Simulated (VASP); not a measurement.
# GaAs (F-43m) in VASP: further runs, part 2 of 3

VASP 6.6.1. The steps go on from the part before.

## Step 3: Dielectric tensor, PBEsol

Contents of INCAR:

```
SYSTEM = GaAs
ALGO = Normal
EDIFF = 1E-8
ENCUT = 250
GGA = PS
ISIF = 2
ISMEAR = 0
LASPH = .True.
LCHARG = .False.
LEPSILON = .True.
LREAL = .False.
LWAVE = .False.
NELM = 100
PREC = Accurate
SIGMA = 0.01
```

Contents of KPOINTS:

```
k-points
0
Gamma
  7 7 7
  0 0 0
```

Contents of POSCAR:

```
GaAs
1.0
    0.0000000000      2.8268500000      2.8268500000
    2.8268500000      0.0000000000      2.8268500000
    2.8268500000      2.8268500000      0.0000000000
As Ga
1 1
Direct
    0.7500000000      0.7500000000      0.7500000000
    0.0000000000      0.0000000000      0.0000000000
```

Potentials or basis: VASP PAW PBE potentials, release 64 (As, Ga_d).

On the command line:

```bash
$ cat potpaw_PBE.64/As/POTCAR potpaw_PBE.64/Ga_d/POTCAR > POTCAR
$ mpirun -np 1 vasp_std > vasp.out
```

OUTCAR:

```text
SYSTEM = GaAs
   EDIFF = 1E-8
   ENCUT = 250
   GGA = PS
   ISIF = 2
   ISMEAR = 0
   LASPH = .True.
   LEPSILON = .True.
   LREAL = .False.
   NELM = 100
   PREC = Accurate

 Found     20 irreducible k-points:

 Following reciprocal coordinates:
            Coordinates               Weight
  0.000000  0.000000  0.000000      1.000000
  0.142857  0.000000  0.000000      8.000000
  0.285714  0.000000  0.000000      8.000000
  0.428571  0.000000  0.000000      8.000000
  0.142857  0.142857  0.000000      6.000000
  0.285714  0.142857  0.000000     24.000000
   k-points           NKPTS =     20   k-points in BZ     NKDIM =     20   number of bands    NBANDS=     13
   number of dos      NEDOS =    301   number of ions     NIONS =      2
   total plane-waves  NPLWV =  13824
   dimension x,y,z NGX =    24 NGY =   24 NGZ =   24
   dimension x,y,z NGXF=    48 NGYF=   48 NGZF=   48
   ions per type =               1   1
   NGX,Y,Z   is equivalent  to a cutoff of   9.98,  9.98,  9.98 a.u.
   NGXF,Y,Z  is equivalent  to a cutoff of  19.96, 19.96, 19.96 a.u.
 SYSTEM =  GaAs
   PREC   = accura    normal or accurate (medium, high low for compatibility)
   ISTART =      0    job   : 0-new  1-cont  2-samecut
   ICHARG =      2    charge: 1-file 2-atom 10-const
   ISPIN  =      1    spin polarized calculation?
   LNONCOLLINEAR =      F non collinear calculations
   LSORBIT =      F    spin-orbit coupling
   LASPH  =      T    aspherical Exc in radial PAW
   ENCUT  =  250.0 eV  18.37 Ry    4.29 a.u.   5.15  5.15  5.15*2*pi/ulx,y,z
   NELM   =    100;   NELMIN=  2; NELMDL= -5     # of ELM steps
   EDIFF  = 0.1E-07   stopping-criterion for ELM
   LREAL  =      F    real-space projection
   EDIFFG = 0.1E-06   stopping-criterion for IOM
   NSW    =      0    number of steps for IOM
   IBRION =     -1    ionic relax: 0-MD 1-quasi-New 2-CG
   NFREE  =      0    steps in history (QN), initial steepest desc. (CG)
   ISIF   =      2    stress and relaxation
   ISYM   =      2    0-nonsym 1-usesym 2-fastsym
   POTIM  = 0.5000    time-step for ionic-motion
   TEBEG  =    0.0;   TEEND  =   0.0 temperature during run
   PSTRESS=    0.0 pullay stress
   NELECT =      18.0000    total number of electrons
   NUPDOWN=      -1.0000    fix difference up-down
   EMIN   =  10.00;   EMAX   =-10.00  energy-range for DOS
   EFERMI =   0.00;   METHOD = LEGACY
   ISMEAR =     0;   SIGMA  =   0.01  broadening in eV -4-tet -1-fermi 0-gaus
   EFERMI_NEDOS =   21; number of points for ismear=-14 and -15
   IALGO  =     38    algorithm
   IMIX   =      4    mixing-type and parameters
     AMIX     =   0.40;   BMIX     =  1.00
     AMIX_MAG =   1.60;   BMIX_MAG =  1.00
  volume/ion in A,a.u.               =      22.59       152.44
  Fermi-wavevector in a.u.,A,eV,Ry     =   1.204628  2.276417 19.743799  1.451128
  Thomas-Fermi vector in A             =   2.340347
   LORBIT       =      0    0 simple, 1 ext, 2 COOP (PROOUT), +10 PAW based schemes
   GGA     = PS    functional components
   LHFCALC =     F    Hartree Fock is set to
   AEXX    =    0.0000 exact exchange contribution
   IVDW    =     0    specifies the selected vdW correction
   LEPSILON=     T    determine dielectric tensor
   LRPA    =     F    only Hartree local field effects (RPA)
 non-spin polarized calculation
 Gauss-broadening in eV      SIGMA  =   0.01
  energy-cutoff  :      250.00
[... 111 lines left out ...]

 [... further k-points ...]

  FORCE on cell =-STRESS in cart. coord.  units (eV):
  Direction    XX          YY          ZZ          XY          YZ          ZX
  --------------------------------------------------------------------------------------
  -------------------------------------------------------------------------------------
  Total       -0.8010293     -0.8010293     -0.8010293      0.0000000      0.0000000      0.0000000
  in kB      -28.4066929    -28.4066929    -28.4066929      0.0000000      0.0000000      0.0000000
  external PRESSURE =     -28.4066929 kB  Pullay stress =       0.0000000 kB

 VOLUME and BASIS-vectors are now :
 -----------------------------------------------------------------------------
  energy-cutoff  :      250.00
  volume of cell :       45.18
      direct lattice vectors                 reciprocal lattice vectors
     0.000000000  2.826850000  2.826850000    -0.176875321  0.176875321  0.176875321
     2.826850000  0.000000000  2.826850000     0.176875321 -0.176875321  0.176875321
     2.826850000  2.826850000  0.000000000     0.176875321  0.176875321 -0.176875321

 POSITION                                       TOTAL-FORCE (eV/Angst)
 -----------------------------------------------------------------------------------
      4.24027      4.24027      4.24027        -0.000000     -0.000000     -0.000000
      0.00000      0.00000      0.00000         0.000000      0.000000      0.000000
 -----------------------------------------------------------------------------------
    total drift:                               -0.000003     -0.000003     -0.000003

  FREE ENERGIE OF THE ION-ELECTRON SYSTEM (eV)
  ---------------------------------------------------
  free  energy   TOTEN  =        -9.0658500415 eV

  energy  without entropy=       -9.0658500415  energy(sigma->0) =       -9.06585004

 HEAD OF MICROSCOPIC STATIC DIELECTRIC TENSOR (INDEPENDENT PARTICLE, excluding Hartree and local field effects)
 ------------------------------------------------------
          49.060298     0.000000     0.000000
           0.000000    49.060298    -0.000000
          -0.000000     0.000000    49.060298
 ------------------------------------------------------

 Free energy of the ion-electron system (eV)
  ---------------------------------------------------
  ---------------------------------------------------
  free energy    TOTEN  =        -6.11737041 eV

  energy without entropy =       -6.11737041

------------------------ aborting loop because EDIFF is reached ----------------------------------------

--------------------------------------- Ionic step        2  -------------------------------------------

------------------------ aborting loop because EDIFF is reached ----------------------------------------

--------------------------------------- Ionic step        3  -------------------------------------------

 Free energy of the ion-electron system (eV)
  ---------------------------------------------------
  ---------------------------------------------------
  free energy    TOTEN  =        -6.11737236 eV

  energy without entropy =       -6.11737236

------------------------ aborting loop because EDIFF is reached ----------------------------------------

 PIEZOELECTRIC TENSOR FIELD DIRECTION 3  (e Angst)
 -----------------------------------------------------------------------------
     0.00140  3.37603  0.00000           (  0.00001  0.01662  0.00000)
     3.37603  0.00140  0.00000           (  0.01662  0.00001  0.00000)
     0.00000  0.00000 -0.00449           (  0.00000  0.00000 -0.00000)

 PIEZOELECTRIC TENSOR FIELD DIRECTION 3  (C/m^2)
 -----------------------------------------------------------------------------
     0.00050  1.19723  0.00000
     1.19723  0.00050  0.00000
     0.00000  0.00000 -0.00159

 MACROSCOPIC STATIC DIELECTRIC TENSOR (including local field effects in DFT)
 ------------------------------------------------------
          48.385428    -0.000000    -0.000000
           0.000000    48.385428     0.000000
          -0.000000     0.000000    48.385428
 ------------------------------------------------------

 PIEZOELECTRIC TENSOR (including local field effects)  for field in x, y, z        (e  Angst)
          XX          YY          ZZ          XY          YZ          ZX
  --------------------------------------------------------------------------------
  x    -0.00000     0.00000     0.00000     0.00000     3.38947     0.00000
  y     0.00000     0.00000    -0.00000    -0.00000    -0.00000     3.38947
  z    -0.00000     0.00000     0.00000     3.38947    -0.00000     0.00000

 PIEZOELECTRIC TENSOR (including local field effects)  for field in x, y, z        (C/m^2)
          XX          YY          ZZ          XY          YZ          ZX
  --------------------------------------------------------------------------------
  x    -0.00000     0.00000     0.00000     0.00000     1.20200     0.00000
  y     0.00000     0.00000    -0.00000    -0.00000    -0.00000     1.20200
  z    -0.00000     0.00000     0.00000     1.20200    -0.00000     0.00000

 BORN EFFECTIVE CHARGES (including local field effects) (in |e|, cummulative output)
 ---------------------------------------------------------------------------------
 ion    1
    1    -2.43311     0.00000     0.00000
    2     0.00000    -2.43311     0.00000
    3     0.00000     0.00000    -2.43311
 ion    2
    1     2.43311     0.00000     0.00000
    2     0.00000     2.43311     0.00000
    3     0.00000     0.00000     2.43311
```

OSZICAR:

```text
N       E                     dE             d eps       ncg     rms          rms(c)
DAV:   1     0.584352065298E+02    0.58435E+02   -0.65311E+03   530   0.126E+03
DAV:   2    -0.547065038369E+01   -0.63906E+02   -0.62516E+02   570   0.236E+02
[... 12 lines left out ...]
RMM:   6    -0.611652086750E+01   -0.71756E-02   -0.31725E-04  3323   0.110E-01    0.853E-03
RMM:   7    -0.611720534249E+01   -0.68447E-03    0.11389E-05  3280   0.321E-02    0.404E-03
RMM:   8    -0.611732275669E+01   -0.11741E-03   -0.12413E-05  3265   0.116E-02    0.765E-04
RMM:   9    -0.611736915085E+01   -0.46394E-04    0.55024E-06  3417   0.415E-03    0.329E-04
RMM:  10    -0.611737760091E+01   -0.84501E-05   -0.20723E-06  3351   0.160E-03    0.445E-05
RMM:  11    -0.611737253492E+01    0.50660E-05    0.39433E-07  3354   0.604E-04    0.260E-05
RMM:  12    -0.611737236208E+01    0.17284E-06   -0.40122E-07  2991   0.239E-04    0.910E-06
```

Run time: 95 s. Hardware: 1 thread of Intel Xeon Platinum 8259CL at 2.50GHz (Skylake/Cascade Lake), shared host; peak memory 0.16 GiB.

The run converged, but a check on its numbers failed (symmetry, net force, bounds or a known fault of this set-up), so they aren't taken as properties of the crystal.

Caveat: the cutoff lies under the usual one of these potentials, so the numbers hold a large basis-set error; the gap is small at this level, which inflates the dielectric constant; the PAW data sets were made with another functional, which shifts forces and pressure a little.

## Step 4: Dielectric tensor, PBEsol

Changes to INCAR since step 3:

```diff
@@ -3,3 +3,3 @@
 EDIFF = 1E-8
-ENCUT = 250
+ENCUT = 350
 GGA = PS
```

Contents of KPOINTS:

```
k-points
0
Gamma
  5 5 5
  0 0 0
```

POSCAR is that of step 3.

Potentials or basis: VASP PAW PBE potentials, release 64 (As, Ga_d).

On the command line:

```bash
$ cat potpaw_PBE.64/As/POTCAR potpaw_PBE.64/Ga_d/POTCAR > POTCAR
$ mpirun -np 1 vasp_std > vasp.out
```

OUTCAR:

```text
SYSTEM = GaAs
   EDIFF = 1E-8
   ENCUT = 350
   GGA = PS
   ISIF = 2
   ISMEAR = 0
   LASPH = .True.
   LEPSILON = .True.
   LREAL = .False.
   NELM = 100
   PREC = Accurate

 Found     10 irreducible k-points:

 Following reciprocal coordinates:
            Coordinates               Weight
  0.000000  0.000000  0.000000      1.000000
  0.200000  0.000000  0.000000      8.000000
  0.400000  0.000000  0.000000      8.000000
  0.200000  0.200000  0.000000      6.000000
  0.400000  0.200000  0.000000     24.000000
 -0.400000  0.200000  0.000000     24.000000
   k-points           NKPTS =     10   k-points in BZ     NKDIM =     10   number of bands    NBANDS=     13
   number of dos      NEDOS =    301   number of ions     NIONS =      2
   total plane-waves  NPLWV =  13824
   dimension x,y,z NGX =    24 NGY =   24 NGZ =   24
   dimension x,y,z NGXF=    48 NGYF=   48 NGZF=   48
   ions per type =               1   1
   NGX,Y,Z   is equivalent  to a cutoff of   9.98,  9.98,  9.98 a.u.
   NGXF,Y,Z  is equivalent  to a cutoff of  19.96, 19.96, 19.96 a.u.
 SYSTEM =  GaAs
   PREC   = accura    normal or accurate (medium, high low for compatibility)
   ISTART =      0    job   : 0-new  1-cont  2-samecut
   ICHARG =      2    charge: 1-file 2-atom 10-const
   ISPIN  =      1    spin polarized calculation?
   LNONCOLLINEAR =      F non collinear calculations
   LSORBIT =      F    spin-orbit coupling
   LASPH  =      T    aspherical Exc in radial PAW
   ENCUT  =  350.0 eV  25.72 Ry    5.07 a.u.   6.10  6.10  6.10*2*pi/ulx,y,z
   NELM   =    100;   NELMIN=  2; NELMDL= -5     # of ELM steps
   EDIFF  = 0.1E-07   stopping-criterion for ELM
   LREAL  =      F    real-space projection
   EDIFFG = 0.1E-06   stopping-criterion for IOM
   NSW    =      0    number of steps for IOM
   IBRION =     -1    ionic relax: 0-MD 1-quasi-New 2-CG
   NFREE  =      0    steps in history (QN), initial steepest desc. (CG)
   ISIF   =      2    stress and relaxation
   ISYM   =      2    0-nonsym 1-usesym 2-fastsym
   POTIM  = 0.5000    time-step for ionic-motion
   TEBEG  =    0.0;   TEEND  =   0.0 temperature during run
   PSTRESS=    0.0 pullay stress
   NELECT =      18.0000    total number of electrons
   NUPDOWN=      -1.0000    fix difference up-down
   EMIN   =  10.00;   EMAX   =-10.00  energy-range for DOS
   EFERMI =   0.00;   METHOD = LEGACY
   ISMEAR =     0;   SIGMA  =   0.01  broadening in eV -4-tet -1-fermi 0-gaus
   EFERMI_NEDOS =   21; number of points for ismear=-14 and -15
   IALGO  =     38    algorithm
   IMIX   =      4    mixing-type and parameters
     AMIX     =   0.40;   BMIX     =  1.00
     AMIX_MAG =   1.60;   BMIX_MAG =  1.00
  volume/ion in A,a.u.               =      22.59       152.44
  Fermi-wavevector in a.u.,A,eV,Ry     =   1.204628  2.276417 19.743799  1.451128
  Thomas-Fermi vector in A             =   2.340347
   LORBIT       =      0    0 simple, 1 ext, 2 COOP (PROOUT), +10 PAW based schemes
   GGA     = PS    functional components
   LHFCALC =     F    Hartree Fock is set to
   AEXX    =    0.0000 exact exchange contribution
   IVDW    =     0    specifies the selected vdW correction
   LEPSILON=     T    determine dielectric tensor
   LRPA    =     F    only Hartree local field effects (RPA)
 non-spin polarized calculation
 Gauss-broadening in eV      SIGMA  =   0.01
  energy-cutoff  :      350.00
[... 110 lines left out ...]

 [... further k-points ...]

  FORCE on cell =-STRESS in cart. coord.  units (eV):
  Direction    XX          YY          ZZ          XY          YZ          ZX
  --------------------------------------------------------------------------------------
  -------------------------------------------------------------------------------------
  Total        0.0627114      0.0627114      0.0627114      0.0000000      0.0000000     -0.0000000
  in kB        2.2239165      2.2239165      2.2239165      0.0000000      0.0000000     -0.0000000
  external PRESSURE =       2.2239165 kB  Pullay stress =       0.0000000 kB

 VOLUME and BASIS-vectors are now :
 -----------------------------------------------------------------------------
  energy-cutoff  :      350.00
  volume of cell :       45.18
      direct lattice vectors                 reciprocal lattice vectors
     0.000000000  2.826850000  2.826850000    -0.176875321  0.176875321  0.176875321
     2.826850000  0.000000000  2.826850000     0.176875321 -0.176875321  0.176875321
     2.826850000  2.826850000  0.000000000     0.176875321  0.176875321 -0.176875321

 POSITION                                       TOTAL-FORCE (eV/Angst)
 -----------------------------------------------------------------------------------
      4.24027      4.24027      4.24027        -0.000000     -0.000000     -0.000000
      0.00000      0.00000      0.00000         0.000000      0.000000      0.000000
 -----------------------------------------------------------------------------------
    total drift:                               -0.000004     -0.000004     -0.000003

  FREE ENERGIE OF THE ION-ELECTRON SYSTEM (eV)
  ---------------------------------------------------
  free  energy   TOTEN  =        -9.0248230401 eV

  energy  without entropy=       -9.0248230401  energy(sigma->0) =       -9.02482304

 HEAD OF MICROSCOPIC STATIC DIELECTRIC TENSOR (INDEPENDENT PARTICLE, excluding Hartree and local field effects)
 ------------------------------------------------------
         113.349868     0.000000    -0.000000
          -0.000000   113.349868     0.000000
           0.000000     0.000000   113.349868
 ------------------------------------------------------

 Free energy of the ion-electron system (eV)
  ---------------------------------------------------
  ---------------------------------------------------
  free energy    TOTEN  =       -14.26920629 eV

  energy without entropy =      -14.26920629

------------------------ aborting loop because EDIFF is reached ----------------------------------------

--------------------------------------- Ionic step        2  -------------------------------------------

------------------------ aborting loop because EDIFF is reached ----------------------------------------

--------------------------------------- Ionic step        3  -------------------------------------------

 Free energy of the ion-electron system (eV)
  ---------------------------------------------------
  ---------------------------------------------------
  free energy    TOTEN  =       -14.26920533 eV

  energy without entropy =      -14.26920533

------------------------ aborting loop because EDIFF is reached ----------------------------------------

 PIEZOELECTRIC TENSOR FIELD DIRECTION 3  (e Angst)
 -----------------------------------------------------------------------------
     0.00127  5.46689  0.00000           (  0.00001  0.02615  0.00000)
     5.46689  0.00127  0.00000           (  0.02615  0.00001  0.00000)
     0.00000  0.00000 -0.00398           (  0.00000  0.00000 -0.00001)

 PIEZOELECTRIC TENSOR FIELD DIRECTION 3  (C/m^2)
 -----------------------------------------------------------------------------
     0.00045  1.93871  0.00000
     1.93871  0.00045  0.00000
     0.00000  0.00000 -0.00141

 MACROSCOPIC STATIC DIELECTRIC TENSOR (including local field effects in DFT)
 ------------------------------------------------------
         111.330607    -0.000000     0.000000
           0.000000   111.330607     0.000000
          -0.000000     0.000000   111.330607
 ------------------------------------------------------

 PIEZOELECTRIC TENSOR (including local field effects)  for field in x, y, z        (e  Angst)
          XX          YY          ZZ          XY          YZ          ZX
  --------------------------------------------------------------------------------
  x     0.00000     0.00000     0.00000    -0.00000     5.48928     0.00000
  y    -0.00000     0.00000     0.00000     0.00000     0.00000     5.48928
  z     0.00000     0.00000     0.00000     5.48928     0.00000    -0.00000

 PIEZOELECTRIC TENSOR (including local field effects)  for field in x, y, z        (C/m^2)
          XX          YY          ZZ          XY          YZ          ZX
  --------------------------------------------------------------------------------
  x     0.00000     0.00000     0.00000    -0.00000     1.94665     0.00000
  y    -0.00000     0.00000     0.00000     0.00000     0.00000     1.94665
  z     0.00000     0.00000     0.00000     1.94665     0.00000    -0.00000

 BORN EFFECTIVE CHARGES (including local field effects) (in |e|, cummulative output)
 ---------------------------------------------------------------------------------
 ion    1
    1    -3.05524     0.00000    -0.00000
    2     0.00000    -3.05524     0.00000
    3     0.00000    -0.00000    -3.05524
 ion    2
    1     3.05524    -0.00000     0.00000
    2     0.00000     3.05524    -0.00000
    3    -0.00000     0.00000     3.05524
```

It took 79 s on 1 thread of Intel Xeon Platinum 8259CL at 2.50GHz (Skylake/Cascade Lake), shared host; peak memory 0.15 GiB.

The run converged, but some of its settings lie outside the range that counts as converged, so its numbers aren't taken as properties of the crystal.

What came out:

- Band gap on the k mesh: 0.45 eV, direct
- Electronic dielectric tensor (diagonal): 111.33
- Born charges (mean of the diagonal): As -3.06; Ga +3.06 e

Caveat: the cutoff is under 1.25 times the usual one of these potentials, so pressure, stress and relaxed cells hold a basis-set (Pulay) error; the gap is small at this level, which inflates the dielectric constant; the PAW data sets were made with another functional, which shifts forces and pressure a little.

(Continued in part 3 of 3.)
